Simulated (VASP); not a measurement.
Li2O: relaxation of cell and atoms with PBEsol

Crystal: Li2O.

```xyz
3
Lattice="0.0000 2.2899 2.2899 2.2899 0.0000 2.2899 2.2899 2.2899 0.0000" Properties=species:S:1:pos:R:3 pbc="T T T"
Li    1.1450    1.1450    1.1450
Li    3.4349    3.4349    3.4349
O     0.0000    0.0000    0.0000
```

The cell isn't the ideal one: cell and atoms relaxed tightly for response.

* Program: VASP 6.6.1
* Task: relaxation of cell and atoms
* Functional: PBEsol
* Potentials or basis: VASP PAW PBE potentials, release 64 (Li_sv, O)
* Cutoff: 600 eV
* k mesh: 8 × 8 × 8
* Occupations: gaussian, width 0.01 eV
* Spin: no spin polarisation
* Dipole correction: no
* Further INCAR settings: ALGO = Normal; EDIFF = 1e-06; IBRION = 2; EDIFFG = -0.001; NSW = 80; ISIF = 3

The pressure after relaxing is 0.0 GPa. The band gap on the k mesh is 4.87 eV, indirect (least direct gap 5.36 eV).

Final structure:
```cif
data_structure
_symmetry_space_group_name_H-M 'P 1'
_symmetry_Int_Tables_number 1
_cell_length_a 3.2384
_cell_length_b 3.2384
_cell_length_c 3.2384
_cell_angle_alpha 60.000
_cell_angle_beta 60.000
_cell_angle_gamma 60.000
_cell_volume 24.02
loop_
_atom_site_label
_atom_site_type_symbol
_atom_site_fract_x
_atom_site_fract_y
_atom_site_fract_z
_atom_site_occupancy
Li1 Li 0.25000 0.25000 0.25000 1
Li2 Li 0.75000 0.75000 0.75000 1
O1 O 0.00000 0.00000 0.00000 1
```

Levels at points of the mesh, in eV from the valence-band top:
```
           k point  band 2  band 3  band 4  band 5  band 6  band 7  band 8  band 9  band 10
(0.00, 0.00, 0.00)  -41.85  -15.40    0.00    0.00    0.00    5.36   11.94   11.94    11.94
(0.50, 0.00, 0.00)  -42.02  -15.17   -2.87   -0.47   -0.47    9.25    9.99   12.06    12.06
(0.50, 0.50, 0.00)  -41.96  -15.12   -1.63   -1.45   -1.45    4.87   13.65   13.65    14.98
```

It took 6.1 s on 1 thread of Intel(R) Xeon(R) Platinum 8488C (Sapphire Rapids) (shared host), peak memory 0.15 GiB.

Caveat: the cutoff is under 1.25 times the usual one of these potentials, so pressure, stress and relaxed cells hold a basis-set (Pulay) error; the relaxation stopped at its first step, so nothing moved; the PAW data sets were made with another functional, which shifts forces and pressure a little. A k mesh can miss the band edges.
